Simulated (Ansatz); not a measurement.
## LiH: all-electron results

```
Li H
1.0
     0.00000    2.03250    2.03250
     2.03250    0.00000    2.03250
     2.03250    2.03250    0.00000
Li H
1 1
Direct
  0.00000 0.00000 0.00000
  0.50000 0.50000 0.50000
```

Atom numbers follow the list: Li1, H2.

Conventional cell: a = 4.065 Å, b = 4.065 Å, c = 4.065 Å, α = 90.00°, β = 90.00°, γ = 90.00°. Li (atom 1) has 6 H at 2.03 Å as nearest neighbours. H (atom 2) has 6 Li at 2.03 Å as nearest neighbours.

The cell comes from COD entry 1010896, which wasn't checked; take it as a given geometry. It differs from other determinations.

All numbers are computed: DFT, LDA, all-electron LAPW, scalar-relativistic (Ansatz 0.2.0); DFT, LDA, PAW with Ansatz's default frozen-core files, scalar-relativistic (Ansatz 0.2.0).

For LAPW: a Γ-centred 11×11×11 k mesh, Fermi–Dirac smearing of 0.03 eV, basis error target 1 meV/atom, no spin polarisation. PAW takes a cutoff of 420 eV at this cell (files made with PBE, cores remade for this functional). The Ansatz runs share mesh, smearing and spin set-up. Values come from LAPW unless marked.

```json
{"Pressure at this cell": "-3.90 GPa", "Band gap": "2.65 eV, direct at X (0.5, 0, 0.5)", "Löwdin charges (with 0.06 e of the cell spilling out of the atomic basis, so their sizes and signs hang on that basis)": "Li1 0.59, H2 -0.54 e", "Bader charges (from the PAW run)": "Li1 +0.84, H2 -0.84 e", "Volume per atom": "8.40 Å³"}
```
